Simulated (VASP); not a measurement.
Here is a VASP 6.6.1 calculation.

The input INCAR:

```
SYSTEM = HgTe
  PREC = Accurate
  ENCUT = 520
  EDIFF = 1E-6
  ISMEAR = 0
  SIGMA = 0.03
  LREAL = .FALSE.
  LASPH = .TRUE.
  NELM = 80
  ALGO = Normal
  ISIF = 2
  LWAVE = .FALSE.
  LCHARG = .FALSE.
  GGA = PE
  KPAR = 4
```

The input KPOINTS:

```
Automatic mesh
0
G
  10 10 10
  0 0 0
```

File POSCAR:

```
HgTe                                    
1.0
    0.0000000000      3.2580088205      3.2580088205
    3.2580088205      0.0000000000      3.2580088205
    3.2580088205      3.2580088205      0.0000000000
  Hg              Te            
     1     1
Direct
     0.0000000000000000    0.0000000000000000    0.0000000000000000
     0.2500000000000000    0.2500000000000000    0.2500000000000000
```

Contents of KPOINTS_OPT:

```
explicit points
302
Reciprocal
 0.0000000000  0.0000000000  0.0000000000 1
 0.0263157895  0.0000000000  0.0263157895 1
 0.0526315789  0.0000000000  0.0526315789 1
 0.0789473684  0.0000000000  0.0789473684 1
 0.1052631579  0.0000000000  0.1052631579 1
 0.1315789474  0.0000000000  0.1315789474 1
[... 294 lines left out ...]
 0.5126615400  0.0253230800  0.5126615400 1
 0.4873384600 -0.0253230800  0.4873384600 1
```

Potentials or basis: VASP PAW PBE potentials, release 64 (Hg, Te).

Command:

```bash
$ cat potpaw_PBE.64/Hg/POTCAR potpaw_PBE.64/Te/POTCAR > POTCAR
$ mpirun -np 4 vasp_std > vasp.out
```

Problem. Estimate the pressure.

Solution. 2.5 GPa.

Problem. Estimate the band gap along the path.

Solution. None (metal or under the smearing width).

Levels at the corners of the path, in eV from the Fermi level:
| point | band 5 | band 6 | band 7 | band 8 | band 9 | band 10 | band 11 | band 12 | band 13 |
| --- | --- | --- | --- | --- | --- | --- | --- | --- | --- |
| Γ | -6.72 | -6.72 | -0.79 | -0.01 | -0.01 | -0.01 | 4.26 | 4.26 | 4.26 |
| X | -6.66 | -6.30 | -5.31 | -2.18 | -2.18 | 1.90 | 2.54 | 8.12 | 8.75 |
| X | -6.66 | -6.30 | -5.31 | -2.18 | -2.18 | 1.90 | 2.54 | 8.12 | 8.75 |
| W | -6.76 | -6.14 | -5.39 | -2.55 | -2.46 | 3.05 | 4.64 | 5.28 | 6.18 |
| W | -6.76 | -6.14 | -5.39 | -2.55 | -2.46 | 3.05 | 4.64 | 5.28 | 6.18 |
| K | -6.70 | -6.22 | -5.34 | -2.80 | -1.81 | 2.24 | 4.02 | 7.01 | 7.15 |
| K | -6.70 | -6.22 | -5.34 | -2.80 | -1.81 | 2.24 | 4.02 | 7.01 | 7.15 |
| Γ | -6.72 | -6.72 | -0.79 | -0.01 | -0.01 | -0.01 | 4.26 | 4.26 | 4.26 |
| Γ | -6.72 | -6.72 | -0.79 | -0.01 | -0.01 | -0.01 | 4.26 | 4.26 | 4.26 |
| L | -6.70 | -6.43 | -5.34 | -0.95 | -0.95 | 0.70 | 5.05 | 5.05 | 6.86 |
| L | -6.70 | -6.43 | -5.34 | -0.95 | -0.95 | 0.70 | 5.05 | 5.05 | 6.86 |
| U | -6.70 | -6.22 | -5.34 | -2.80 | -1.81 | 2.24 | 4.02 | 7.01 | 7.15 |
| U | -6.70 | -6.22 | -5.34 | -2.80 | -1.81 | 2.24 | 4.02 | 7.01 | 7.15 |
| W | -6.76 | -6.14 | -5.39 | -2.55 | -2.46 | 3.05 | 4.64 | 5.28 | 6.18 |
| W | -6.76 | -6.14 | -5.39 | -2.55 | -2.46 | 3.05 | 4.64 | 5.28 | 6.18 |
| L | -6.70 | -6.43 | -5.34 | -0.95 | -0.95 | 0.70 | 5.05 | 5.05 | 6.86 |
| L | -6.70 | -6.43 | -5.34 | -0.95 | -0.95 | 0.70 | 5.05 | 5.05 | 6.86 |
| K | -6.70 | -6.22 | -5.34 | -2.80 | -1.81 | 2.24 | 4.02 | 7.01 | 7.15 |
| U | -6.70 | -6.22 | -5.34 | -2.80 | -1.81 | 2.24 | 4.02 | 7.01 | 7.15 |
| X | -6.66 | -6.30 | -5.31 | -2.18 | -2.18 | 1.90 | 2.54 | 8.12 | 8.75 |

Caveat: spin-orbit coupling is left out, which moves the levels of the heavy elements.
